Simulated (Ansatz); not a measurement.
# Si (I4/mmm) in Ansatz: single point with PBE0

Aim: the single point of Si with PBE0.

Everything below comes from runs of Ansatz 0.2.0. Logs are shortened: lines on timing, memory, paths and dates and some standing lists are left out, and cuts for length are marked.

### Step 1. Starting point

It takes space group I4/mmm (No. 139, tetragonal). Conventional cell: a = 6.651 Å, b = 6.651 Å, c = 3.845 Å, α = 90.00°, β = 90.00°, γ = 90.00°. Around Si (site symmetry m2m) lie 4 Si at 2.34 to 2.38 Å.

This isn't the form of Si at room conditions, which is diamond.

### Step 2. Single point, PBE0

File input:

```
crystal:
  lattice:
    - [-3.32544429, 3.32544429, 1.92238566]
    - [3.32544429, -3.32544429, 1.92238566]
    - [3.32544429, 3.32544429, -1.92238566]
  atoms:
    - { symbol: Si, position: [0.82119894, 0.17880106, 0.0] }
    - { symbol: Si, position: [0.17880106, 0.82119894, 0.0] }
    - { symbol: Si, position: [0.82119894, 0.82119894, 0.64239788] }
    - { symbol: Si, position: [0.17880106, 0.17880106, 0.35760212] }
hamiltonian:
  xc: pbe0
  pseudopotentials: { kind: paw }
kpoints:
  mp_grid: { grid: [6, 6, 6] }
scf:
  occupations: { method: fermi_dirac, width: 0.05 }
output:
  forces: true
  stress: true
  eigenvalues: true
  write_density: true
  write_potential: true
  elf: true
  volumetric_format: npy
```

Potentials or basis: Ansatz PAW.

Log:

```text
Warning: output.stress: scf.convergence.dr2_threshold = 1e-7 eV (the SCF's general default) is looser than the 4e-10 eV advised for a printed stress (1e-10 eV for each atom of the cell: 4). What an SCF threshold leaves in a stress goes as its square root, and in the free energy as the threshold itself, and one threshold admits the most on a small cell: of the crystals measured, under no hybrid functional and no lock of the moments, on runs that ended without the residual-converged pass, on stresses that held no estimate of that error, the worst erred by over 100 MPa in a component at 1e-7 eV an atom and by under 5 at 1e-10. Set scf.convergence.dr2_threshold to 4e-10 eV or tighter. The threshold is an SCF's pass mark: one that does not reach it within its budget of iterations ends unconverged, or closes short of it on a stop that the run arms, and scf.convergence.dr2_threshold's page says what that costs each kind of run
Warning: output.stress: scf.exx.energy_threshold = 1e-6 eV is looser than the 4e-8 eV advised for a stress under a hybrid functional (1e-8 eV for each atom of the cell: 4). Every SCF of the exchange loop can meet its threshold on dr2 while the loop round them stops early: no threshold on dr2 bounds what that leaves in the stress. Set scf.exx.energy_threshold to 4e-8 eV or tighter. The threshold is the loop's pass mark: a loop that does not reach it within its budget of cycles ends unconverged, and scf.exx.energy_threshold's page has the law
GPUs: using 1 of 1 available (devices: 1).
Engine: ansatz 0.2.0, x86_64-unknown-linux-gnu
Pseudopotentials: kind: paw
Pseudopotential: Si, paw, valence charge 4, recommended cutoff 420 eV (normal), Si.paw.azcp
Functional definition: PBE0
  parameter a = 0.25
  parameter kappa = 0.804
  parameter beta = 0.06672455060314922
  exchange = (1 - a)*pbe_x(kappa = kappa, mu = beta*pi^2/3) + a*exact_x
  correlation = pbe_c(beta = beta)
device memory: the entry about to start is reckoned to put 0.7 GiB on a device that reports 48.1 GiB free (of which the cap on the GPU budget leaves the run 18.0 GiB)
GPU FFT provider: cuFFT
GPU libraries: cuBLAS 13.8.2, cuFFT 12.4.0, cuSOLVER 12.3.4
Crystal: 4 atoms, lattice volume = 85.035 Å³
Basis set: ecut = 420 eV, 1655 PW (Γ), exchange–correlation on 72×72×72 points (8 copies of the dense FFT grid, shifted against one another)
Bands: 12, of which v1, the nominal top of the filled ones, is band 8 counted from 1 (7 counted from 0)
Symmetry: 16 space group operations
Space group: I4/mmm (ITA 139), of the structure as read, at distance tolerance 4.4e-5 Å
k-points: 30 of 216
Non-local potential: Si, projectors of the file, l = 0: 2, l = 1: 2, l = 2: 2
PAW form: soft (Blöchl's): semilocal exchange-correlation on the pseudo side does not see the compensation charge
PAW frozen core: Si, regenerated for the run's functional, and the local potential with it (the file was generated under x = pbe(κ = 0.804, μ = 0.2195149727645171), c = pbe(β = 0.06672455060314922))
PAW one-centre angular grid: Si, 110 points (default); XC on 64 Gauss nodes
Initial density: superposition of atomic densities (neutral atoms: chi_scale 0, normalization atom), corrected by the library's trained network
Initial wavefunctions: pseudopotential atomic-orbital guess
GPU buffer pool allocated for 46656 grid points (all kernels)
GPU transforms: local potential and band sums: pruned to the plane-wave sphere, on 36×36×36
Functional: x = pbe(κ = 0.804, μ = 0.2195149727645171), c = pbe(β = 0.06672455060314922), warm-up for x = 0.75 pbe(κ = 0.804, μ = 0.2195149727645171) + 0.25 exact, c = pbe(β = 0.06672455060314922)
SCF iter   1: F=—  HF=-2542.809749 eV  |F-HF|=—  |Δ(HF+E_count)|=         —  Δρ=1.57e-3  dr2=3.50e-3  ethr=1.77e-3  ⟨swp⟩=9.2  Hψ=2026  notcnv=0
preconditioner: auto → none  [insulator: Δε(μ)=0.273 eV  Ē_g=7.745 eV  σ=0.050 eV  W_gap=0.88  n_scr=16 (ndim 8)  ℏωp=16.1 eV  f_vac=0.000  D(μ)=0.05/eV (n_scr^D=0)]
SCF iter   2: F=—  HF=-2542.810015 eV  |F-HF|=—  |Δ(HF+E_count)|=   2.66e-4  Δρ=7.30e-4  dr2=3.80e-4  ethr=2.19e-5  ⟨swp⟩=4.7  Hψ=1128  notcnv=0  defer=7
SCF iter   3: F=—  HF=-2542.810199 eV  |F-HF|=—  |Δ(HF+E_count)|=   1.83e-4  Δρ=3.11e-4  dr2=6.12e-5  ethr=2.38e-6  ⟨swp⟩=3.0  Hψ=658  notcnv=0  defer=2
iter 4 solved again at ethr=9.73e-9 eV; its pass at ethr=3.82e-7 eV (dr2=1.56e-6 eV) is discarded
SCF iter   4: F=—  HF=-2542.810283 eV  |F-HF|=—  |Δ(HF+E_count)|=   8.38e-5  Δρ=4.29e-5  dr2=1.74e-6  ethr=9.73e-9  ⟨swp⟩=3.8  Hψ=1591  notcnv=0  defer=1
SCF iter   5: F=—  HF=-2542.810285 eV  |F-HF|=—  |Δ(HF+E_count)|=   1.85e-6  Δρ=9.96e-6  dr2=1.71e-7  ethr=9.73e-9  ⟨swp⟩=3.1  Hψ=840  notcnv=0
SCF iter   6: F=—  HF=-2542.810284 eV  |F-HF|=—  |Δ(HF+E_count)|=   2.02e-8  Δρ=1.94e-6  dr2=5.54e-9  ethr=1.07e-9  ⟨swp⟩=3.0  Hψ=700  notcnv=0
SCF iter   7: F=-2542.810284 eV  HF=-2542.810284 eV  |F-HF|=7.82e-11  |Δ(HF+E_count)|=   4.27e-9  Δρ=4.12e-7  dr2=2.44e-10  ethr=3.46e-11  ⟨swp⟩=4.0  Hψ=915  notcnv=0
SCF 1 converged in 7 iterations: F = -2542.810284 eV  dr2 = 2.44e-10
device memory: the entry about to start is reckoned to put 1.2 GiB (of the 1.3 GiB reckoned in all, the device holds 0.1 GiB already) on a device that reports 52.3 GiB free (of which the cap on the GPU budget leaves the run 17.9 GiB)
GPU FFT provider: cuFFT
GPU libraries: cuBLAS 13.8.2, cuFFT 12.4.0, cuSOLVER 12.3.4
Initial density: handed on by an earlier stage of this run
Initial wavefunctions: those handed on with the density
GPU buffer pool allocated for 46656 grid points (all kernels)
GPU transforms: local potential and band sums: pruned to the plane-wave sphere, on 36×36×36
Functional: x = 0.75 pbe(κ = 0.804, μ = 0.2195149727645171) + 0.25 exact, c = pbe(β = 0.06672455060314922)
Exchange kernel: α = 0.2500, full range, Wigner–Seitz truncation, v(0) = 23844.5996 eV·Å³, q-mesh 6×6×6, nearest image of the exchange supercell L = 23.07 Å, pair-density grid 18×18×18, without the augmentation charges, whose exchange is taken in its separable form by FFT convolution over the k-point mesh (sized by the pseudopotential files, 24×36×32 at the most), smooth part of the exact exchange by density-matrix convolution in up to 3.46 GiB of GPU memory as planned if the GPU has room (build and FFT work areas not counted)
Frozen-core exchange: fock
iter 1 solved again at ethr=2.94e-5 eV; its pass at ethr=1.00e-1 eV (dr2=4.71e-3 eV) is discarded
SCF iter   1: F=—  HF=-2545.383373 eV  |F-HF|=—  |Δ(HF+E_count)|=         —  Δρ=3.01e-3  dr2=7.16e-3  ethr=2.94e-5  ⟨swp⟩=4.9  Hψ=2108  notcnv=0
preconditioner: auto → none  [insulator: Δε(μ)=1.314 eV  Ē_g=9.705 eV  σ=0.050 eV  W_gap=1.00  n_scr=16 (ndim 8)  ℏωp=16.1 eV  f_vac=0.000  D(μ)=0.00/eV (n_scr^D=0)]
SCF iter   2: F=—  HF=-2545.392905 eV  |F-HF|=—  |Δ(HF+E_count)|=   9.53e-3  Δρ=1.98e-3  dr2=2.27e-3  ethr=2.94e-5  ⟨swp⟩=3.3  Hψ=772  notcnv=0
SCF iter   3: F=—  HF=-2545.392485 eV  |F-HF|=—  |Δ(HF+E_count)|=   4.20e-4  Δρ=1.04e-4  dr2=3.09e-5  ethr=1.36e-5  ⟨swp⟩=3.1  Hψ=691  notcnv=0
SCF iter   4: F=-2545.392532 eV  HF=-2545.392533 eV  |F-HF|=1.26e-6  |Δ(HF+E_count)|=   4.84e-5  Δρ=3.90e-5  dr2=2.10e-6  ethr=8.33e-8  ⟨swp⟩=4.2  Hψ=1091  notcnv=0
SCF 2 stopped early in 4 iterations: F = -2545.392532 eV  dr2 = 2.10e-6
  Residual-converged pass: ⟨swp⟩=4.0  Hψ=979  notcnv=0  max |occ|·‖R‖ = 6.6e-6 eV (tolerance 6.7e-6 eV)  dr2=2.10e-6  dr2_onsite=8.28e-8  max |Δocc| = 3.8e-12
hybrid outer 1: dexx = +1.519e-2 eV, tail = 8.59e-6 eV
GPU FFT provider: cuFFT
GPU libraries: cuBLAS 13.8.2, cuFFT 12.4.0, cuSOLVER 12.3.4
GPU buffer pool allocated for 46656 grid points (all kernels)
GPU transforms: local potential and band sums: pruned to the plane-wave sphere, on 36×36×36
Exchange kernel: α = 0.2500, full range, Wigner–Seitz truncation, v(0) = 23844.5996 eV·Å³, q-mesh 6×6×6, nearest image of the exchange supercell L = 23.07 Å, pair-density grid 18×18×18, without the augmentation charges, whose exchange is taken in its separable form by FFT convolution over the k-point mesh (sized by the pseudopotential files, 24×36×32 at the most), smooth part of the exact exchange by density-matrix convolution in up to 3.46 GiB of GPU memory as planned if the GPU has room (build and FFT work areas not counted)
Frozen-core exchange: fock
SCF iter   1: F=—  HF=-2545.392472 eV  |F-HF|=—  |Δ(HF+E_count)|=         —  Δρ=2.69e-5  dr2=4.38e-7  ethr=2.69e-7  ⟨swp⟩=5.4  Hψ=992  notcnv=0
preconditioner: auto → none  [insulator: Δε(μ)=1.427 eV  Ē_g=9.728 eV  σ=0.050 eV  W_gap=1.00  n_scr=16 (ndim 8)  ℏωp=16.1 eV  f_vac=0.000  D(μ)=0.00/eV (n_scr^D=0)]
SCF iter   2: F=—  HF=-2545.392473 eV  |F-HF|=—  |Δ(HF+E_count)|=   1.37e-7  Δρ=1.50e-5  dr2=1.18e-7  ethr=2.63e-9  ⟨swp⟩=3.6  Hψ=819  notcnv=0  defer=1
SCF iter   3: F=—  HF=-2545.392473 eV  |F-HF|=—  |Δ(HF+E_count)|=   1.86e-8  Δρ=1.58e-6  dr2=3.38e-9  ethr=7.27e-10  ⟨swp⟩=3.8  Hψ=747  notcnv=0  defer=5
SCF iter   4: F=-2545.392473 eV  HF=-2545.392473 eV  |F-HF|=5.68e-11  |Δ(HF+E_count)|=   1.21e-9  Δρ=4.94e-7  dr2=1.67e-10  ethr=1.50e-11  ⟨swp⟩=5.1  Hψ=1249  notcnv=0  defer=3
SCF 3 converged in 4 iterations: F = -2545.392473 eV  dr2 = 1.67e-10
  Residual-converged pass: ⟨swp⟩=3.4  Hψ=853  notcnv=0  max |occ|·‖R‖ = 2.6e-7 eV (tolerance 2.7e-7 eV)  dr2=1.73e-10  dr2_onsite=5.46e-12  max |Δocc| = 4.4e-16
hybrid outer 2: dexx = +2.692e-7 eV, tail = 2.09e-9 eV, Δε = 7.17e-4 eV (about 1.37e-5 eV left of the loop's levels), ΔF = 4.06e-4 eV/Å (tail 9.59e-5)
hybrid SCF converged: 2 outer / 8 inner (+7 warm-up), last move |dexx| = 2.69e-7 eV, tail = 2.09e-9 eV
Stability not checked: this state was not tested for a lower state beside it, because the functional holds exact exchange (a hybrid, or Hartree-Fock), whose exchange loop this test does not read (fock_operator; see scf.lower_state_search)
Free energy (F): -2545.392473 eV
Frozen-core exchange: fock
Harris-Foulkes:  -2545.392473 eV  (|F-HF|=5.68e-11)
Internal energy: -2545.392473 eV  (E = F + TS)
E sigma→0 (E₀):  -2545.392473 eV
Entropy (-TS):   -0.000000 eV (-0.000 meV/atom)
Fermi energy:    5.911010 eV
--- Per-component energies (eV) ---
  E_band       = -10.093311
  E_kinetic    = 161.261645
  E_local      = -136.623930  (includes V_loc(G=0)·N_el)
  E_nonlocal   = 101.196234
  E_hartree    = 40.139719
  E_xc         = -170.856525
  E_vxc        = -145.582888  (∫ρ·V_xc dr)
  E_exx        = -28.674943  (= α·E_x^exact, valence–valence)
  E_paw        = -2074.076913  (= ΣΔE_a)
  E_vpaw       = -13.273962  (= ΣTr[D̂ρ^β])
  E_aug_tail   = 0.000025  (compensation charges beyond the density's cutoff)
  E_ewald      = -437.531341
  E_core_change = -0.226446  (= ΣΔE_core)
  E_smearing   = -0.000000  (= −TS)
  E_closure    = 0.000000  (closes the sum)
  Σ components = -2545.392473   (vs F -2545.392473, Δ=-4.55e-13)
--- Forces (eV/Å), atoms counted from 1 ---
  atom   1  Si    -0.01989579     0.01989579    -0.00000000
  atom   2  Si     0.01989579    -0.01989579    -0.00000000
  atom   3  Si     0.01989579     0.01989579     0.00000000
  atom   4  Si    -0.01989579    -0.01989579     0.00000000
  max |Σ_I F_I| component: 4.86e-17 eV/Å
--- Stress (GPa, compression-positive) ---
       -0.263833      -0.000000       0.000000
       -0.000000      -0.263833       0.000000
        0.000000       0.000000      -0.103310
  P = ⅓ Tr σ = -0.2103 GPa (-2.103 kbar)
--- Band table (eV; the first three rows and the last of 30) ---
  k-point 0: bands = ["-8.3080", "-3.5898", "-1.0755", "-1.0755", "1.0636", "3.5179", "3.5179", "4.6106", "7.9425", "8.1431", "8.1431", "8.8885"]
  k-point 1: bands = ["-8.1394", "-4.2436", "-0.9968", "-0.9400", "1.8213", "3.3556", "3.4779", "3.7870", "7.4611", "8.4422", "8.6860", "8.7127"]
  k-point 2: bands = ["-7.6597", "-5.4143", "-0.8329", "-0.5937", "2.5974", "2.9084", "3.0885", "3.4012", "7.3916", "8.3759", "8.5367", "9.7006"]
  k-point 29: bands = ["-5.8620", "-5.8620", "-5.0658", "-0.4140", "1.9081", "4.9169", "5.1977", "5.1977", "6.7901", "10.0012", "10.2085", "10.7259"]
```

Run time: 22 s. Hardware: 1 × NVIDIA H100 80GB HBM3 with 2 threads of AMD EPYC 7R13 (Zen 3), shared host; peak memory 2.2 GiB.

Results:

```yaml
Free_energy: -2545.3925 eV
Pressure: -0.2 GPa
Largest_force: 0.028 eV/Å
Band_gap_on_the_k_mesh: 1.43 eV, indirect (least direct gap 1.59 eV)
```

Forces in eV/Å, atoms in the order of the input:
```
Si  -0.020  0.020  0.000
Si   0.020 -0.020  0.000
Si   0.020  0.020  0.000
Si  -0.020 -0.020  0.000
```

Stress tensor (GPa, compression positive):
```
-0.26  0.00  0.00
 0.00 -0.26  0.00
 0.00  0.00 -0.10
```

Caveat: the PAW data sets come from PBE, with cores solved anew for the run's functional, which leaves a small shift of forces and pressure; the thresholds are loose for stress.
